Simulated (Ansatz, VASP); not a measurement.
**Sc: VASP beside Ansatz**

Contents of INCAR:

```
PREC = Accurate
ENCUT = 520
EDIFF = 1E-6
ISMEAR = -1
SIGMA = 0.1
LREAL = F
LASPH = T
NELM = 60
ALGO = Normal
ISIF = 2
LWAVE = F
LCHARG = F
GGA = PS
NBANDS = 18
```

Contents of KPOINTS:

```
regular mesh
0
Gamma
  10 10 10
```

POSCAR

```
Sc
1.0
    0.0000000000      3.2316696932      3.2316696932
    3.2316696932      0.0000000000      3.2316696932
    3.2316696932      3.2316696932      0.0000000000
Sc
2
Direct
    0.1250000000      0.1250000000      0.1250000000
    0.8750000000      0.8750000000      0.8750000000
```

Input for Ansatz:

```yaml
crystal:
  lattice:
    - [0.0, 3.2316696932, 3.2316696932]
    - [3.2316696932, 0.0, 3.2316696932]
    - [3.2316696932, 3.2316696932, 0.0]
  atoms:
    - { symbol: Sc, position: [0.125, 0.125, 0.125] }
    - { symbol: Sc, position: [0.875, 0.875, 0.875] }
hamiltonian:
  xc: pbesol
  pseudopotentials:
    kind: paw
    azcp:
      Sc: "pseudopotentials/Sc.paw.azcp"
basis:
  ecutwfc: 420
  fft_grid_basis: typed
kpoints:
  mp_grid: { grid: [10, 10, 10], shift: [0, 0, 0] }
magnetization:
  spin_polarized: false
scf:
  occupations: { method: fermi_dirac, width: 0.1 }
  lower_state_search: "off"
output:
  stress: true
```

Alike in both runs: task single point; functional PBEsol; k mesh 10 × 10 × 10; occupations fermi-dirac, width 0.1 eV; no spin polarisation.

```csv
,VASP,Ansatz
version,VASP 6.6.1,Ansatz 0.2.0
potentials or method,"VASP PAW PBE potentials, release 64 (Sc_sv)","plane waves (420 eV) with PAW, scalar-relativistic"
plane-wave cutoff (eV),520,420
valence electrons in the cell,22,22
```

|  | VASP | Ansatz | Ansatz less VASP |
| --- | --- | --- | --- |
| pressure (GPa) | -0.7 | -0.7 | 0.00 |

Ansatz warned: «pseudo_functional_mismatch».

Caveats: the PAW data sets were made with another functional, which shifts forces and pressure a little (VASP).
